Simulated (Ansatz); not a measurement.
# Two Ansatz runs on CdF2

The cell comes from COD entry 9009006, which wasn't checked; take it as a given geometry.

First run: DFT, PBE, all-electron LAPW, scalar-relativistic (Ansatz 0.2.0).

Command: `ansatz run input.yaml --threads 1 --pin off --max-ram 3072MiB --backend cpu --events-out ev --progress --plain --runs-dir out` The run took about 24 s on 1 thread of a shared machine.

```yaml
crystal:
  lattice:
    - [0.0, 2.694, 2.694]
    - [2.694, 0.0, 2.694]
    - [2.694, 2.694, 0.0]
  atoms:
    - { symbol: Cd, position: [0.0, 0.0, 0.0] }
    - { symbol: F, position: [0.25, 0.25, 0.25] }
    - { symbol: F, position: [0.75, 0.75, 0.75] }
kpoints:
  mp_grid: { grid: [8, 8, 8] }
  band_path:
    path:
      - [0.0, 0.0, 0.0]
      - [0.5, 0.0, 0.5]
      - [0.625, 0.25, 0.625]
      - [0.375, 0.375, 0.75]
      - [0.0, 0.0, 0.0]
      - [0.5, 0.5, 0.5]
      - [0.5, 0.25, 0.75]
      - [0.5, 0.0, 0.5]
    npoints: 14
scf:
  occupations: { method: fermi_dirac, width: 0.02 }
hamiltonian:
  xc: pbe
  pseudopotentials: { kind: all_electron, lapw: { basis_error: 0.001 } }
output:
  forces: true
  stress: true
  eigenvalues: true
  populations: true
  dos: { projected: true, de: 0.2, e_range: [-14, 8] }
```

Result: converged; pressure 5.43 GPa; gap on the k mesh 3.09 eV; 9 SCF iterations.

The input is then changed:

```diff
@@ -23,6 +23,7 @@
 scf:
   occupations: { method: fermi_dirac, width: 0.02 }
+  lower_state_search: "off"
 hamiltonian:
-  xc: pbe
+  xc: pbesol
   pseudopotentials: { kind: all_electron, lapw: { basis_error: 0.001 } }
 output:
@@ -31,4 +32,3 @@
   eigenvalues: true
   populations: true
-  dos: { projected: true, de: 0.2, e_range: [-14, 8] }
```

Predict the outcome of the changed run.

It converged; pressure -0.24 GPa; gap on the k mesh 2.93 eV; 8 SCF iterations.
